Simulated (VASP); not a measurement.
# Mg2Ge (Fm-3m) in VASP: further runs

The runs below take Mg2Ge through single point, relaxation of cell and atoms, with PBE.

Everything below comes from runs of VASP 6.6.1. Logs are shortened: lines on timing, memory, paths and dates and some standing lists are left out, and cuts for length are marked.

### 1 Starting point

Symmetry: Fm-3m, No. 225, cubic system. Conventional cell: a = 6.422 Å, b = 6.422 Å, c = 6.422 Å, α = 90.00°, β = 90.00°, γ = 90.00°. Mg (site symmetry -43m) is surrounded by 4 Ge at 2.78 Å. Ge (site symmetry m-3m) is surrounded by 8 Mg at 2.78 Å.

### 2 Single point, PBE (cell and atoms relaxed tightly for response)

INCAR reads:

```
ALGO = Normal ; EDIFF = 1E-7
ENCUT = 520 ; GGA = PE
ISIF = 2 ; ISMEAR = 0
LASPH = T ; LCHARG = F
LREAL = F ; LWAVE = F
NBANDS = 16 ; NELM = 60
PREC = Accurate ; SIGMA = 0.01
```

KPOINTS reads:

```
k-points
0
Gamma
  10 10 10
```

POSCAR reads:

```
Mg2Ge
1.0
    0.0000000000      3.2109592251      3.2109592251
    3.2109592251      0.0000000000      3.2109592251
    3.2109592251      3.2109592251      0.0000000000
Mg Ge
2 1
Direct
    0.2500000000      0.2500000000      0.2500000000
    0.7500000000      0.7500000000      0.7500000000
    0.0000000000      0.0000000000      0.0000000000
```

Potentials or basis: VASP PAW PBE potentials, release 64 (Mg, Ge_d).

On the command line:

```bash
$ cat potpaw_PBE.64/Mg/POTCAR potpaw_PBE.64/Ge_d/POTCAR > POTCAR
$ mpirun -np 1 vasp_std > vasp.out
```

OUTCAR:

```text
EDIFF = 1E-7
   ENCUT = 520
   GGA = PE
   ISIF = 2
   ISMEAR = 0
   LASPH = T
   LREAL = F
   NELM = 60
   PREC = Accurate

 ion  position               nearest neighbor table
   1  0.250  0.250  0.250-   3 2.78   3 2.78   3 2.78   3 2.78   2 3.21   2 3.21   2 3.21   2 3.21
                             2 3.21   2 3.21
   2  0.750  0.750  0.750-   3 2.78   3 2.78   3 2.78   3 2.78   1 3.21   1 3.21   1 3.21   1 3.21
                             1 3.21   1 3.21
   3  0.000  0.000  0.000-   2 2.78   2 2.78   2 2.78   1 2.78   2 2.78   1 2.78   1 2.78   1 2.78

  LATTYP: Found a face centered cubic cell.
 ALAT       =     6.4219184502

  Lattice vectors:

 A1 = (   0.0000000000,   3.2109592251,   3.2109592251)
 A2 = (   3.2109592251,   0.0000000000,   3.2109592251)
 A3 = (   3.2109592251,   3.2109592251,   0.0000000000)

Analysis of symmetry for initial positions (statically):
=====================================================================
 Subroutine PRICEL returns:
 Original cell was already a primitive cell.

 Routine SETGRP: Setting up the symmetry group for a
 face centered cubic supercell.

 Subroutine GETGRP returns: Found 48 space group operations
 (whereof 48 operations were pure point group operations)
 out of a pool of 48 trial point group operations.

The static configuration has the point symmetry O_h .

Analysis of symmetry for dynamics (positions and initial velocities):
=====================================================================
 Subroutine PRICEL returns:
 Original cell was already a primitive cell.

 Routine SETGRP: Setting up the symmetry group for a
 face centered cubic supercell.

 Subroutine GETGRP returns: Found 48 space group operations
 (whereof 48 operations were pure point group operations)
 out of a pool of 48 trial point group operations.

The dynamic configuration has the point symmetry O_h .

 Subroutine INISYM returns: Found 48 space group operations
 (whereof 48 operations are pure point group operations),
 and found     1 'primitive' translations

----------------------------------------------------------------------------------------

                                     Primitive cell

  volume of cell :      66.2116

  direct lattice vectors                    reciprocal lattice vectors
     0.000000000  3.210959225  3.210959225    -0.155716708  0.155716708  0.155716708
     3.210959225  0.000000000  3.210959225     0.155716708 -0.155716708  0.155716708
     3.210959225  3.210959225  0.000000000     0.155716708  0.155716708 -0.155716708

  length of vectors
     4.540982084  4.540982084  4.540982084     0.269709250  0.269709250  0.269709250

  position of ions in fractional coordinates (direct lattice)
     0.250000000  0.250000000  0.250000000
     0.750000000  0.750000000  0.750000000
     0.000000000  0.000000000  0.000000000

  ion indices of the primitive-cell ions
   primitive index   ion index
                 1           1
                 2           2
                 3           3

----------------------------------------------------------------------------------------

 KPOINTS: k-points

Automatic generation of k-mesh.
 Grid dimensions read from file:
 generate k-points for:   10   10   10

 Generating k-lattice:

  Cartesian coordinates                     Fractional coordinates (reciprocal lattice)
    -0.015571671  0.015571671  0.015571671     0.100000000  0.000000000  0.000000000
     0.015571671 -0.015571671  0.015571671     0.000000000  0.100000000  0.000000000
     0.015571671  0.015571671 -0.015571671     0.000000000  0.000000000  0.100000000

  Length of vectors
     0.026970925  0.026970925  0.026970925

  Shift w.r.t. Gamma in fractional coordinates (k-lattice)
     0.000000000  0.000000000  0.000000000

 Subroutine IBZKPT returns following result:
 ===========================================

 Found     47 irreducible k-points:

 Following reciprocal coordinates:
            Coordinates               Weight
  0.000000  0.000000  0.000000      1.000000
  0.100000  0.000000  0.000000      8.000000
  0.200000  0.000000  0.000000      8.000000
  0.300000  0.000000  0.000000      8.000000
  0.400000  0.000000  0.000000      8.000000
  0.500000  0.000000  0.000000      4.000000
[... 16 lines left out ...]
  0.300000  0.300000  0.000000      6.000000
  0.400000  0.300000  0.000000     24.000000
 [... further k-points ...]
   k-points           NKPTS =     47   k-points in BZ     NKDIM =     47   number of bands    NBANDS=     16
   number of dos      NEDOS =    301   number of ions     NIONS =      3
   total plane-waves  NPLWV =  46656
   dimension x,y,z NGX =    36 NGY =   36 NGZ =   36
   dimension x,y,z NGXF=    72 NGYF=   72 NGZF=   72
   ions per type =               2   1
   NGX,Y,Z   is equivalent  to a cutoff of  13.18, 13.18, 13.18 a.u.
   NGXF,Y,Z  is equivalent  to a cutoff of  26.36, 26.36, 26.36 a.u.
 SYSTEM =  unknown system
   PREC   = accura    normal or accurate (medium, high low for compatibility)
   ISTART =      0    job   : 0-new  1-cont  2-samecut
   ICHARG =      2    charge: 1-file 2-atom 10-const
   ISPIN  =      1    spin polarized calculation?
   LNONCOLLINEAR =      F non collinear calculations
   LSORBIT =      F    spin-orbit coupling
   LASPH  =      T    aspherical Exc in radial PAW
   ENCUT  =  520.0 eV  38.22 Ry    6.18 a.u.   8.44  8.44  8.44*2*pi/ulx,y,z
   NELM   =     60;   NELMIN=  2; NELMDL= -5     # of ELM steps
   EDIFF  = 0.1E-06   stopping-criterion for ELM
   LREAL  =      F    real-space projection
   EDIFFG = 0.1E-05   stopping-criterion for IOM
   NSW    =      0    number of steps for IOM
   IBRION =     -1    ionic relax: 0-MD 1-quasi-New 2-CG
   NFREE  =      0    steps in history (QN), initial steepest desc. (CG)
   ISIF   =      2    stress and relaxation
   ISYM   =      2    0-nonsym 1-usesym 2-fastsym
   POTIM  = 0.5000    time-step for ionic-motion
   TEBEG  =    0.0;   TEEND  =   0.0 temperature during run
   PSTRESS=    0.0 pullay stress
   NELECT =      18.0000    total number of electrons
   NUPDOWN=      -1.0000    fix difference up-down
   EMIN   =  10.00;   EMAX   =-10.00  energy-range for DOS
   EFERMI =   0.00;   METHOD = LEGACY
   ISMEAR =     0;   SIGMA  =   0.01  broadening in eV -4-tet -1-fermi 0-gaus
   EFERMI_NEDOS =   21; number of points for ismear=-14 and -15
   IALGO  =     38    algorithm
   IMIX   =      4    mixing-type and parameters
     AMIX     =   0.40;   BMIX     =  1.00
     AMIX_MAG =   1.60;   BMIX_MAG =  1.00
  volume/ion in A,a.u.               =      22.07       148.94
  Fermi-wavevector in a.u.,A,eV,Ry     =   1.060525  2.004101 15.302651  1.124713
  Thomas-Fermi vector in A             =   2.195909
   LORBIT       =      0    0 simple, 1 ext, 2 COOP (PROOUT), +10 PAW based schemes
   GGA     = PE    functional components
   LHFCALC =     F    Hartree Fock is set to
   AEXX    =    0.0000 exact exchange contribution
   IVDW    =     0    specifies the selected vdW correction
   LEPSILON=     F    determine dielectric tensor
   LRPA    =     F    only Hartree local field effects (RPA)
 non-spin polarized calculation
 Gauss-broadening in eV      SIGMA  =   0.01
  energy-cutoff  :      520.00
  volume of cell :       66.21
 maximum number of plane-waves:      1807
 NGX is ok and might be reduce to    36
   NGX = 17   NGY = 17   NGZ = 17

 number of electron      18.0000014 magnetization

 Free energy of the ion-electron system (eV)
  ---------------------------------------------------
  ext. energy  EPLUGINS =         0.00000000
  ---------------------------------------------------
  free energy    TOTEN  =        -8.36174552 eV

  energy without entropy =       -8.36174552  energy(sigma->0) =       -8.36174552

 E-fermi :   3.5115     XC(G=0):  -9.0167

 val. band max:        3.4175942068   @ k =   0.0000   0.0000   0.0000
 cond. band min:       3.5810500643   @ k =   0.5000   0.5000   0.0000
 fundamental gap:      0.1634558575
 Fermi energy:         3.5115427814

 k-point     1 :       0.0000    0.0000    0.0000
  band No.  band energies     occupation
      1     -20.2858      2.00000
      2     -20.2858      2.00000
      3     -20.2858      2.00000
      4     -20.2686      2.00000
      5     -20.2686      2.00000
      6      -6.2520      2.00000
[... 8 lines left out ...]
     15       9.4903      0.00000
     16       9.4903      0.00000

 k-point     2 :       0.1000    0.0000    0.0000
  band No.  band energies     occupation
      1     -20.2858      2.00000
      2     -20.2857      2.00000
      3     -20.2857      2.00000
      4     -20.2686      2.00000
      5     -20.2686      2.00000
      6      -6.1705      2.00000
[... 8 lines left out ...]
     15       8.8575      0.00000
     16       9.7984      0.00000

 k-point     3 :       0.2000    0.0000    0.0000
  band No.  band energies     occupation
      1     -20.2858      2.00000
      2     -20.2855      2.00000
      3     -20.2855      2.00000
      4     -20.2686      2.00000
      5     -20.2686      2.00000
      6      -5.9358      2.00000
[... 8 lines left out ...]
     15       8.4781      0.00000
     16       9.4373      0.00000

 k-point     4 :       0.3000    0.0000    0.0000
  band No.  band energies     occupation
      1     -20.2857      2.00000
      2     -20.2852      2.00000
      3     -20.2852      2.00000
      4     -20.2685      2.00000
      5     -20.2685      2.00000
      6      -5.5866      2.00000
[... 8 lines left out ...]
     15       9.0464      0.00000
     16       9.3245      0.00000
[... 324 lines left out ...]
 k-point    22 :      -0.2000    0.2000    0.0000
  band No.  band energies     occupation
      1     -20.2856      2.00000
      2     -20.2851      2.00000
      3     -20.2850      2.00000
      4     -20.2686      2.00000
      5     -20.2684      2.00000
      6      -5.4675      2.00000
[... 8 lines left out ...]
     15      11.2540      0.00000
     16      11.2679      0.00000

 k-point    23 :       0.3000    0.3000    0.0000
  band No.  band energies     occupation
      1     -20.2865      2.00000
      2     -20.2845      2.00000
      3     -20.2845      2.00000
      4     -20.2690      2.00000
      5     -20.2679      2.00000
      6      -5.3566      2.00000
[... 8 lines left out ...]
     15      10.7009      0.00000
     16      12.6240      0.00000

 k-point    24 :       0.4000    0.3000    0.0000
  band No.  band energies     occupation
      1     -20.2865      2.00000
      2     -20.2843      2.00000
      3     -20.2842      2.00000
      4     -20.2691      2.00000
      5     -20.2678      2.00000
      6      -5.0673      2.00000
[... 8 lines left out ...]
     15      11.4803      0.00000
     16      12.6304      0.00000

 [... further k-points ...]
[... 5 lines left out ...]
  --------------------------------------------------------------------------------------
  -------------------------------------------------------------------------------------
  Total       -0.0614041     -0.0614041     -0.0614041     -0.0000000      0.0000000     -0.0000000
  in kB       -1.4858456     -1.4858456     -1.4858456     -0.0000000      0.0000000     -0.0000000
  external PRESSURE =      -1.4858456 kB  Pullay stress =       0.0000000 kB

 VOLUME and BASIS-vectors are now :
 -----------------------------------------------------------------------------
  energy-cutoff  :      520.00
  volume of cell :       66.21
      direct lattice vectors                 reciprocal lattice vectors
     0.000000000  3.210959225  3.210959225    -0.155716708  0.155716708  0.155716708
     3.210959225  0.000000000  3.210959225     0.155716708 -0.155716708  0.155716708
     3.210959225  3.210959225  0.000000000     0.155716708  0.155716708 -0.155716708

 POSITION                                       TOTAL-FORCE (eV/Angst)
 -----------------------------------------------------------------------------------
      1.60548      1.60548      1.60548        -0.000000     -0.000000      0.000000
      4.81644      4.81644      4.81644         0.000000      0.000000     -0.000000
      0.00000      0.00000      0.00000         0.000000     -0.000000     -0.000000
 -----------------------------------------------------------------------------------
    total drift:                               -0.000000      0.000000      0.000000

  FREE ENERGIE OF THE ION-ELECTRON SYSTEM (eV)
  ---------------------------------------------------
  free  energy   TOTEN  =        -8.3617455214 eV

  energy  without entropy=       -8.3617455214  energy(sigma->0) =       -8.36174552
```

It took 49 s on 1 thread of Intel Xeon Platinum 8375C at 2.90GHz (Ice Lake), shared host; peak memory 0.23 GiB.

What came out:

* Free energy: -8.3617 eV
* Pressure: -0.1 GPa
* Band gap on the k mesh: 0.16 eV, indirect (least direct gap 0.94 eV)

A k mesh can miss the band edges.

### 3 Relaxation of cell and atoms, PBE (cell and atoms relaxed tightly for response)

INCAR reads:

```
PREC     = Accurate       # precision mode
ENCUT    = 600            # plane-wave cutoff, eV
EDIFF    = 1E-7           # SCF threshold, eV
ISMEAR   = 0              # smearing method
SIGMA    = 0.01           # smearing width, eV
LREAL    = False          # projectors in reciprocal space
LASPH    = True           # aspherical terms in the spheres
NELM     = 60             # most SCF steps
ALGO     = Normal         # electronic algorithm
ISIF     = 3              # what is computed and relaxed
LWAVE    = False          # write WAVECAR
LCHARG   = False          # write CHGCAR
GGA      = PE             # functional
IBRION   = 2              # ionic algorithm
NSW      = 80             # ionic steps
EDIFFG   = -0.001         # ionic threshold
```

KPOINTS reads:

```
regular mesh
0
Gamma
  10 10 10
```

POSCAR is that of step 2.

Potentials or basis: VASP PAW PBE potentials, release 64 (Mg, Ge_d).

On the command line:

```bash
$ cat potpaw_PBE.64/Mg/POTCAR potpaw_PBE.64/Ge_d/POTCAR > POTCAR
$ mpirun -np 1 vasp_std > vasp.out
```

Run time: 99 s. Hardware: 1 thread of Intel Xeon Platinum 8375C at 2.90GHz (Ice Lake), shared host; peak memory 0.24 GiB.

The run converged. Its results:

| Item | Value |
| --- | --- |
| Free energy | -8.3621 eV |
| Relaxed volume | 22.01 Å³/atom |
| Relaxed cell | a = 4.537 Å, b = 4.537 Å, c = 4.537 Å, α = 60.00°, β = 60.00°, γ = 60.00° |
| Space group after relaxing (to 0.05 Å) | Fm-3m (No. 225) |
| Energy gained by relaxing | 0.0 meV/atom |
| Ionic steps | 4 |
| Pressure after relaxing | 0.0 GPa |
| Band gap on the k mesh | 0.16 eV, indirect (least direct gap 0.96 eV) |

Final structure:
```
Mg Ge
1.0
     0.00000    3.20784    3.20784
     3.20784    0.00000    3.20784
     3.20784    3.20784    0.00000
Mg Ge
2 1
Direct
  0.25000 0.25000 0.25000
  0.75000 0.75000 0.75000
  0.00000 0.00000 0.00000
```

Levels at points of the mesh, in eV from the valence-band top:
```csv
k point,band 5,band 6,band 7,band 8,band 9,band 10,band 11,band 12,band 13
"(0.00, 0.00, 0.00)",-23.68,-9.68,0.00,0.00,0.00,0.96,2.79,2.79,2.79
"(0.50, 0.00, 0.00)",-23.68,-8.48,-4.80,-0.73,-0.73,0.94,2.74,2.74,4.80
"(0.50, 0.50, 0.00)",-23.68,-8.03,-4.49,-1.99,-1.99,0.16,0.52,7.81,7.81
```

(Part 1 of 3 ends here.)
